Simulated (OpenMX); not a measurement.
Input of an OpenMX 3.8.5 run:

Contents of Al.dat:

```
System.CurrrentDirectory             ./
System.Name                          Al
DATA.PATH                            ./DFT_DATA13
level.of.stdout                      1
level.of.fileout                     1
Species.Number                       1
<Definition.of.Atomic.Species
  Al  Al7.0-s2p2d1           Al_PBE13
Definition.of.Atomic.Species>

Atoms.Number                         1
Atoms.SpeciesAndCoordinates.Unit     FRAC
<Atoms.SpeciesAndCoordinates
    1  Al    0.0000000000    0.0000000000    0.0000000000   1.500  1.500
Atoms.SpeciesAndCoordinates>

Atoms.UnitVectors.Unit               Ang
<Atoms.UnitVectors
     2.7217600000    0.0000000000    0.0000000000
     0.0000000000    2.7217600000    0.0000000000
     0.0000000000    0.0000000000    2.7217600000
Atoms.UnitVectors>

scf.XcType                           GGA-PBE
scf.SpinPolarization                 off
scf.ElectronicTemperature            580.226
scf.energycutoff                     300.0
scf.maxIter                          100
scf.EigenvalueSolver                 band
scf.Kgrid                            7 7 7
scf.Mixing.Type                      rmm-diisk
scf.Init.Mixing.Weight               0.05
scf.Min.Mixing.Weight                0.001
scf.Max.Mixing.Weight                0.3
scf.Mixing.History                   25
scf.Mixing.StartPulay                8
scf.criterion                        1.0e-8
scf.stress.tensor                    on
MD.Type                              nomd
```

Potentials or basis: OpenMX 2013 PBE set, Al7.0-s2p2d1, grid cutoff 300 Ry.

Command:

```sh
$ openmx Al.dat -nt 1 > Al.std
```

Problem. What does it give for the band gap on the k mesh?

Solution. None (metal or under the smearing width).

Problem. Predict the pressure.

Solution. -0.8 GPa.

Caveat: the basis of atomic orbitals isn't converged, which shifts pressures, moduli and gaps.
